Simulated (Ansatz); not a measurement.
Start of a relaxation of ZrC:

```cif
data_structure
_symmetry_space_group_name_H-M 'P-6m2'
_symmetry_Int_Tables_number 187
_cell_length_a 3.0561
_cell_length_b 3.0561
_cell_length_c 2.9753
_cell_angle_alpha 90.000
_cell_angle_beta 90.000
_cell_angle_gamma 120.000
_cell_volume 24.07
loop_
_atom_site_label
_atom_site_type_symbol
_atom_site_symmetry_multiplicity
_atom_site_Wyckoff_symbol
_atom_site_fract_x
_atom_site_fract_y
_atom_site_fract_z
_atom_site_occupancy
Zr1 Zr 1 a 0.00000 0.00000 0.00000 1
C1 C 1 f 0.66667 0.33333 0.50000 1
```

Computed with DFT PBE, scalar-relativistic, plane waves, PAW in Ansatz. Cutoff 420 eV, Gaussian smearing, Γ-centred meshes. Cell and atoms relax first on a coarse mesh and then on a finer one. In between, the cell is made exact in the group found at 0.06 Å. In metals the finer mesh still leaves noise of several meV/atom or more. The steps can't lower the symmetry of their start. No spin polarisation in the relaxation; trial moments died out in a coarse test.

A guess keeps its type if space group and coordination stay and the shape of the cell changes little (axis ratios within about 15 %, angles within 6°); the volume may change.

Task: Does it keep its structure type, or change into something else?

Result: It keeps its type. The symmetry stays P-6m2 (No. 187). The end has the tungsten carbide type. The volume per atom grows by 13.1 %, from 12.0 to 13.6 Å³. The shortest distance goes from 2.31 Å (Zr–C) to 2.39 Å (Zr–C). The ratio c/a of the conventional cell changes by a factor of 0.92. Counting neighbours within 15 % of an atom's shortest distance, the start has C 6, Zr 6 and the end C 6, Zr 6.

The zero of energy is the elements' standard structures at the same level; no fitted shifts are applied.

Task: At what energy does it end?

Result: −0.13 eV/atom.

The last run used an 18×18×18 mesh for its 2-atom cell and Gaussian smearing of 0.10 eV. The reference form of C is held partly by dispersion forces, which this level lacks. A structure relaxed within its symmetry needn't be a true minimum. Another cell of ZrC relaxed alike, in Fm-3m (a measured cell (COD)), lies 0.72 eV/atom lower, so this cell isn't the stable form at this level.
